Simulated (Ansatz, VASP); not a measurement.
# Mo: VASP beside Ansatz

File INCAR:

```
PREC = Accurate
ENCUT = 520
EDIFF = 1E-7
ISMEAR = 0
SIGMA = 0.15
LREAL = F
LASPH = T
NELM = 80
ALGO = Fast
ISIF = 2
LWAVE = F
LCHARG = F
GGA = PE
NBANDS = 13
```

File KPOINTS:

```
Automatic mesh
0
Gamma
  22 22 22
```

POSCAR

```
Mo
1.0
    0.0000000000      2.2758698043      1.5469087060
    2.2758698043      0.0000000000      1.5469087060
    2.2758698043      2.2758698043      0.0000000000
Mo
1
Direct
    0.0000000000      0.0000000000      0.0000000000
```

Input for Ansatz:

```yaml
crystal:
  lattice:
    - [0.0, 2.2758698043, 1.546908706]
    - [2.2758698043, 0.0, 1.546908706]
    - [2.2758698043, 2.2758698043, 0.0]
  atoms:
    - { symbol: Mo, position: [0.0, 0.0, 0.0] }
basis:
  ecutwfc: 420
kpoints:
  mp_grid: { grid: [22, 22, 22] }
hamiltonian:
  xc: pbe
scf:
  occupations: { method: gaussian, width: 0.15 }
output:
  forces: true
  stress: true
  eigenvalues: true
```

Alike in both runs: task single point; functional PBE; k mesh 22 × 22 × 22; occupations gaussian, width 0.15 eV; no spin polarisation.

|  | VASP | Ansatz |
| --- | --- | --- |
| version | VASP 6.6.1 | Ansatz 0.2.0 |
| potentials or method | VASP PAW PBE potentials, release 64 (Mo_sv) | scalar-relativistic, plane waves, PAW |
| plane-wave cutoff (eV) | 520 | 420 |
| valence electrons in the cell | 14 | 14 |

```tsv
	VASP	Ansatz	Ansatz less VASP
gap on the k mesh at the Fermi level (eV)	none	none	-
pressure (GPa)	-3.0	-3.5	-0.48
largest component of the traceless stress (GPa)	7.70	7.70	+0.004
```

A gap of «none» marks a metal or a gap that the smearing closes.
